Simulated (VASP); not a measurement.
Results of a VASP single-point calculation on GaN (strained rocksalt)

POSCAR

```
Ga N
 1.0000000000000000
     0.0000000000000000    2.0874300820000000    2.1300713252999999
     2.0874300820000000    0.0000000000000000    2.1300713252999999
     2.0874300820000000    2.0874300820000000    0.0000000000000000
 Ga  N
   1   1
Cartesian
  0.0000000000000000  0.0000000000000000  0.0000000000000000
  2.0874300820000000  2.0874300820000000  2.1300713252999994
```

- gap between bands v and c: 1.11 eV
- least direct gap: 3.42 eV

Band v is the last that the valence electrons fill when counted band by band, and c is the next. Levels in eV from the top of v:

| point | v−1 | v | c | c+1 |
| --- | --- | --- | --- | --- |
| Γ | -0.65 | -0.47 | 2.96 | 15.40 |
| X | -3.41 | -3.12 | 1.11 | 8.40 |
| K | -5.92 | -2.16 | 3.99 | 9.93 |
| L | -0.28 | -0.17 | 5.39 | 9.68 |
| W | -5.52 | -4.74 | 5.89 | 10.99 |

Question: Which of these levels of theory gave these results?
A. PBE
B. r²SCAN
C. PBEsol
D. HSE06
E. LDA
F. PBE0
G. PBE with spin–orbit coupling

Answer: B.

The INCAR was:

```
IBRION = -1
ENCUT = 520
SIGMA = 0.01
ALGO = Normal
ISIF = 2
LWAVE = .FALSE.
LASPH = .TRUE.
ISMEAR = 0
METAGGA = R2SCAN
NSW = 0
LREAL = .FALSE.
NELM = 120
EDIFF = 1E-7
PREC = Accurate
NBANDS = 16
LCHARG = .FALSE.
```
